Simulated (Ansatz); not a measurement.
# Energy ranking of Mg2Si3N3 structures

These are results of Ansatz, DFT PBE, scalar-relativistic, plane waves, PAW, not measurements. All cells share a 420 eV cutoff and Γ-centred k meshes spaced at most about 0.3 Å⁻¹ (about 0.25 or finer for metals, 2π included). No spin polarisation.

Energies over the elements count from the elements' standard structures at the same level (N₂ as a molecule), with no fitted energy shifts.

These are static total energies at zero pressure. Larger cells and other orderings weren't all tried, so the list isn't exhaustive. In Cmm2, P-62m, P3m1 an odd number of electrons in the primitive cell allows no gap without spin; a larger cell or a magnetic state could open one.

Invented guesses were relaxed alike, and ends that match in structure were merged. ΔE counts from the first row. Coordination counts N atoms around Mg and Si (those within 1.25 times the shortest such distance or 1.15 times the sum of covalent radii, 1.27 where that leaves under three; a plus sign parts nearer from farther groups; the shortest distance is added where it exceeds 1.18 times the sum of covalent radii; a slash parts the counts of unlike sites). The ends were matched against large subsets of the Crystallography Open Database and the Materials Project, so a missing match doesn't prove that a structure is unreported.

```json
{"#": "1", "reached from": "a cell proposed by chemical analogy", "type and space group": "Cmm2 (No. 35)", "atoms": "8", "Å³/atom": "14.0", "coordination": "Mg 2, Si 3/8 from 3.0 Å", "ΔE (meV/atom)": "0", "gap on mesh (eV)": "0.00", "in databases": "no match"}
{"#": "2", "reached from": "a cell proposed by chemical analogy", "type and space group": "P-62m (No. 189)", "atoms": "8", "Å³/atom": "12.5", "coordination": "Mg 6, Si 2", "ΔE (meV/atom)": "120", "gap on mesh (eV)": "0.00", "in databases": "no match"}
{"#": "3", "reached from": "a cell proposed by chemical analogy", "type and space group": "P3m1 (No. 156)", "atoms": "8", "Å³/atom": "13.1", "coordination": "Mg 1/3+1, Si 3/4/3+3 from 3.6 Å", "ΔE (meV/atom)": "252", "gap on mesh (eV)": "0.00", "in databases": "no match"}
```

The lowest: Space group Cmm2 (No. 35), orthorhombic, a = 5.922 Å, b = 6.801 Å, c = 5.577 Å. Around Mg lie 2 N at 2.09 Å and 1 Si at 2.50 Å; Si on a site of symmetry m has 3 N at 1.78–1.82 Å and 1 Si at 2.29 Å; Si on a site of symmetry mm2 has 2 Si at 2.29 Å and 2 Mg at 2.50 Å; around N on a site of symmetry mm2 lie 2 Si at 1.78 Å; around N on a site of symmetry 2 lie 2 Si at 1.82 Å and 2 Mg at 2.09 Å. Its energy over the elements is −0.36 eV/atom. Whether it is stable depends on the other phases of the system, which aren't compared here. An observed structure of this formula, if there is one, may be missing.

```
Mg Si N
1.0
     2.96090   -3.40049    0.00000
     2.96090    3.40049    0.00000
     0.00000    0.00000    5.57672
Mg Si N
2 3 3
Direct
  0.75136 0.75136 0.31915
  0.24864 0.24864 0.31915
  0.27709 0.72291 0.72157
  0.00000 0.00000 0.95619
  0.72291 0.27709 0.72157
  0.50000 0.50000 0.89004
  0.50000 0.00000 0.53616
  0.00000 0.50000 0.53616
```

The second: Space group P-62m (No. 189), hexagonal, a = 6.479 Å, c = 2.741 Å. Mg has 6 N at 2.43 Å, 3 Si at 2.68 Å and 2 Mg at 2.74 Å; around Si lie 2 N at 1.82 Å, 2 Si at 2.29 Å and 2 Mg at 2.68 Å; around N lie 2 Si at 1.82 Å and 4 Mg at 2.43 Å. The shortest distance is 1.78 Å (Si–N) in the first and 1.82 Å (Si–N) in the second. The first and the second both hold Si–Si units of three or more atoms. Cells relaxed within their symmetry can be saddle points. Some structure types and database cells were kept out of the candidates from the start, so a known form may be missing.
